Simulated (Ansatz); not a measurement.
Runs of Ansatz 0.2.0 on Sb. It takes space group P2_1/m (No. 11, monoclinic). Conventional cell: a = 3.122 Å, b = 4.348 Å, c = 4.406 Å, α = 90.00°, β = 90.51°, γ = 90.00°. Around Sb (site symmetry m) lie 6 Sb at 3.04 to 3.15 Å. This isn't the form of Sb at room conditions, which is rhombohedral.

```tsv
task	level	k mesh	cutoff (eV)	points for each segment of the path	mesh quality	V0 of scaled cells (Å³/atom)	B0 (GPa)
equation of state	PBE0	4 × 4 × 4	420	-	coarse	28.84	67
equation of state	HSE06	6 × 4 × 4	420	-	coarse	29.23	62
equation of state	PBEsol	9 × 6 × 6	420	-	not flagged	28.73	(a)
equation of state	r2SCAN	9 × 6 × 6	500	-	not flagged	(c)	(b)
```

Alike in all rows: potentials or basis Ansatz PAW; no spin polarisation; cell as given; smearing fermi-dirac 0.05 eV.

Problem. Fill in the values left out.

Solution. (a) 61; (b) 58; (c) 29.47.

Caveats: some runs use coarse meshes; the cell was scaled at fixed shape and fractional positions, which overstates the stiffness of a crystal with free parameters, most of all of layers and chains; the PAW data sets come from PBE, with cores solved anew for the run's functional, which leaves a small shift of forces and pressure.

Not every run made on this cell is shown here.
